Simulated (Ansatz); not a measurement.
Level of theory: DFT PBE, scalar-relativistic, plane waves, PAW in Ansatz 0.2.0. Settings: cutoff 420 eV, Γ-centred meshes spaced at most about 0.3 Å⁻¹, and about 0.25 Å⁻¹ or finer for metals (2π included), Gaussian smearing. No spin polarisation.

Each guess is relaxed in cell and atoms at zero pressure, on a coarse mesh first where it starts far from rest and then on a converged one. The steps can't lower the symmetry of the start, but it can rise. Energies are static (0 K, no zero-point motion).

Two unrelaxed guesses for In₃SbAs₂:

A.

```yaml
crystal:
  lattice:
    - [4.17486, 0.00000, 0.00000]
    - [-2.08743, 3.61553, 0.00000]
    - [0.00000, 0.00000, 10.22628]
  atoms:
    - { symbol: In, position: [0.00000, 0.00000, 0.00000] }
    - { symbol: In, position: [0.33333, 0.66667, 0.66667] }
    - { symbol: In, position: [0.66667, 0.33333, 0.33333] }
    - { symbol: Sb, position: [0.00000, 0.00000, 0.25000] }
    - { symbol: As, position: [0.33333, 0.66667, 0.91667] }
    - { symbol: As, position: [0.66667, 0.33333, 0.58333] }
```

B.

```yaml
crystal:
  lattice:
    - [6.37996, 0.00000, 0.00000]
    - [0.00000, 3.08968, 0.00000]
    - [-2.31129, 0.00000, 7.83070]
  atoms:
    - { symbol: In, position: [0.66667, 0.00000, 0.66667] }
    - { symbol: In, position: [0.33333, 0.00000, 0.33333] }
    - { symbol: In, position: [0.00000, 0.00000, 0.00000] }
    - { symbol: Sb, position: [0.00000, 0.25000, 0.50000] }
    - { symbol: As, position: [0.66667, 0.25000, 0.16667] }
    - { symbol: As, position: [0.33333, 0.25000, 0.83333] }
```

Question: Do they relax into the same structure? If not, which is lower?

Answer: No. A ends lower, by 279 meV/atom. A: P3m1 at 25.7 Å³/atom → P3m1 at 31.9 Å³/atom; B: P2 at 25.7 Å³/atom → P2/m at 25.6 Å³/atom. Counting As or Sb atoms around In (for each partner element, those within 1.25 times its shortest distance or 1.15 times the sum of covalent radii, where it is the nearest in units of that sum or under 1.3; the shortest distance is added where it exceeds 1.18 times the sum of covalent radii; a slash parts the counts of unlike sites), the end of A has In 4 and the end of B has In 2/4 from 3.2 Å. The end of B holds Sb–Sb chains (shortest 3.01 Å); in the end of A the shortest Sb–Sb distance is 4.48 Å. End of A. Conventional cell: a = 4.481 Å, c = 10.991 Å. In on its first site has 4 As at 2.69–2.72 Å; around Sb lie 4 In at 2.80–2.87 Å; As on its first site is surrounded by 4 In at 2.69–2.72 Å; 3 more sites not described. End of B. Conventional cell: a = 6.556 Å, b = 3.007 Å, c = 8.276 Å, β = 109.6°. In on a site of symmetry m is surrounded by 1 As at 2.85 Å, 5 In at 3.01–3.19 Å and 1 Sb at 3.14 Å; around Sb lie 2 As at 2.94 Å, 2 Sb at 3.01 Å and 2 In at 3.14 Å; around As lie 1 As at 2.79 Å, 1 In at 2.85 Å, 1 Sb at 2.94 Å, 2 As at 3.01 Å and 2 In at 3.23 Å; 1 more site not described.

Cells without such a test can be saddle points. Shaken at random and relaxed again, the end of A came back. These runs have no spin–orbit coupling, which can matter for Sb.
